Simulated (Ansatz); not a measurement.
FeO (Wuestite), 2 atoms in the cell. Symmetry: Fm-3m, No. 225, cubic system. The conventional cell has a = 4.311 Å, b = 4.311 Å, c = 4.311 Å, α = 90.00°, β = 90.00°, γ = 90.00°. Fe (site symmetry m-3m) has 6 O at 2.16 Å as nearest neighbours. O (site symmetry m-3m) is surrounded by 6 Fe at 2.16 Å. 

* Program: Ansatz 0.2.0
* Task: relaxation of cell and atoms
* Functional: revPBE
* Potentials or basis: Ansatz PAW
* Cutoff: 420 eV (not typed: the program's choice for these potentials)
* k mesh: 11 × 11 × 11
* Occupations: fermi-dirac, width 0.05 eV
* Spin: collinear spin, ferromagnetic start
* Starting moments: [3.0, 0.0] μB

Potentials or basis: Ansatz PAW.

Command:

```bash
$ ansatz run input.yaml --threads 2 --pin off --max-ram 5632MiB --backend cpu --events-out ev --progress --plain --runs-dir out
```

Hardware: 2 threads of Intel(R) Xeon(R) Platinum 8259CL CPU @ 2.50GHz (Skylake/Cascade Lake), with other jobs on the host.

Task: Estimate the wall time of this run.

Result: Wall time 10 s on 2 threads of Intel(R) Xeon(R) Platinum 8259CL CPU @ 2.50GHz (Skylake/Cascade Lake), with other jobs on the host, peak memory 0.38 GiB. Counts: scf iterations 45, plane waves 411, k points 56, bands 17, ion steps 6.
